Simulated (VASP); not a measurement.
Set up this calculation in VASP 6.6.1, as the native input.

- Task: band structure
- Functional: PBE
- Potentials or basis: VASP PAW PBE potentials, release 64 (Ba_sv, F)
- Cutoff: 520 eV
- k mesh: 8 × 8 × 8
- Occupations: gaussian, width 0.03 eV
- Spin: no spin polarisation
- Further INCAR settings: ALGO = Normal; EDIFF = 1e-07

The structure of BaF2 (Frankdicksonite) lies in POSCAR:

```
BaF2                                    
1.0
    0.0000000000      3.0882183966      3.0882183966
    3.0882183966     -0.0000000000      3.0882183966
    3.0882183966      3.0882183966      0.0000000000
  Ba              F             
     1     2
Direct
     0.0000000000000000    0.0000000000000000    1.0000000000000000
     0.2500000000000000    0.2500000000000000    0.2500000000000000
     0.7500000000000000    0.7500000000000000    0.7500000000000000
```

One way to write it, as run:

INCAR

```
  PREC = Accurate
  ENCUT = 520
  EDIFF = 1E-7
  ISMEAR = 0
  SIGMA = 0.03
  LREAL = F
  LASPH = T
  NELM = 80
  ALGO = Normal
  ISIF = 2
  LWAVE = F
  LCHARG = F
  GGA = PE
  KPAR = 2
```

KPOINTS

```
Automatic mesh
0
Gamma
  8 8 8
```

KPOINTS_OPT

```
explicit points
252
Reciprocal
 0.0000000000  0.0000000000  0.0000000000 1
 0.0357142857  0.0000000000  0.0357142857 1
 0.0714285714  0.0000000000  0.0714285714 1
 0.1071428571  0.0000000000  0.1071428571 1
 0.1428571429  0.0000000000  0.1428571429 1
 0.1785714286  0.0000000000  0.1785714286 1
[... 244 lines left out ...]
 0.4877892600  0.0122107400  0.5000000000 1
 0.5122107400 -0.0122107400  0.5000000000 1
```

Potentials or basis: VASP PAW PBE potentials, release 64 (Ba_sv, F).

Run with:

```console
$ cat potpaw_PBE.64/Ba_sv/POTCAR potpaw_PBE.64/F/POTCAR > POTCAR
$ mpirun -np 2 vasp_std > vasp.out
```

It gave:

| Item | Value |
| --- | --- |
| Pressure | 3.1 GPa |
| Band gap on the k mesh | 6.81 eV, indirect (least direct gap 6.90 eV) |
| Band gap along the path | 6.81 eV, indirect (least direct gap 6.90 eV) |

Caveat: spin-orbit coupling is left out, which moves the levels of the heavy elements.

It took 81 s on 2 MPI ranks on AMD EPYC 7R13 Processor (Zen 3) (shared host), peak memory 0.17 GiB a rank.
